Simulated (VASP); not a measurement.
SnTe under changes of volume

One of the cells (32.453 Å³/atom); the others are scaled copies at fixed shape and fractional positions:

```
CELL_PARAMETERS angstrom
0.00000 3.18970 3.18970
3.18970 0.00000 3.18970
3.18970 3.18970 0.00000
ATOMIC_POSITIONS crystal
Te 0.50000 0.50000 0.50000
Sn 0.00000 0.00000 0.00000
```

```yaml
Program: VASP 6.6.1
Functional: r2SCAN
Potentials_or_basis: VASP PAW PBE potentials, release 64 (Te, Sn_d)
Cutoff: 520 eV
k_mesh: 6 × 6 × 6
Occupations: gaussian, width 0.02 eV
Spin: no spin polarisation
```

```csv
volume (Å³/atom),energy over the lowest point (meV/atom),pressure (GPa),gap on the mesh (eV)
31.155,8.11,1.9,0.02
31.804,2.00,0.9,0.08
32.453,0.00,0.0,0.14
33.102,?,?,?
33.751,6.64,-1.6,0.26
```

Task: What does the run at 33.102 Å³/atom give?

Result: Energy over the lowest point 1.67 meV/atom; pressure -0.9 GPa; gap on the mesh 0.20 eV.

Worked out: A Birch-Murnaghan fit of order 2 (a polynomial in V^(-2/3)) to the other rows has its minimum at 32.47 Å³/atom with B0 = V·E''(V) = 45 GPa. It gives 1.65 meV/atom at 33.102 Å³/atom, against the run's 1.67, and -dE/dV = -0.8 GPa, against -0.9.

Energies are extrapolated to zero smearing.

Caveats: the PAW data sets were made with another functional, which shifts forces and pressure a little; spin-orbit coupling is left out, which moves the levels of the heavy elements.

A mesh can miss the band edges.
